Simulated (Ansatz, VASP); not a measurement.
One calculation of Al, two programs

```
Al
1.0
    -1.58054    1.58054    1.58054
     1.58054   -1.58054    1.58054
     1.58054    1.58054   -1.58054
Al
1
Direct
  0.00000 0.00000 0.00000
```

Change from the starting cell: volume scaled by 0.98.

Alike in both runs: task single point; functional PBE; k mesh 12 × 12 × 12; occupations fermi-dirac, width 0.05 eV; no spin polarisation.

|  | VASP | Ansatz |
| --- | --- | --- |
| version | VASP 6.6.1 | Ansatz 0.2.0 |
| potentials or method | VASP PAW PBE potentials, release 64 (Al) | Ansatz PAW |
| plane-wave cutoff (eV) | 520 | 420 |
| valence electrons in the cell | 3 | 3 |

```tsv
	VASP	Ansatz	Ansatz less VASP
gap on the k mesh at the Fermi level (eV)	none	none	-
pressure (GPa)	5.6	5.6	+0.01
```

A gap of «none» marks a metal or a gap that the smearing closes. With one functional, cell and mesh, what is left measures potentials, basis and numerics.
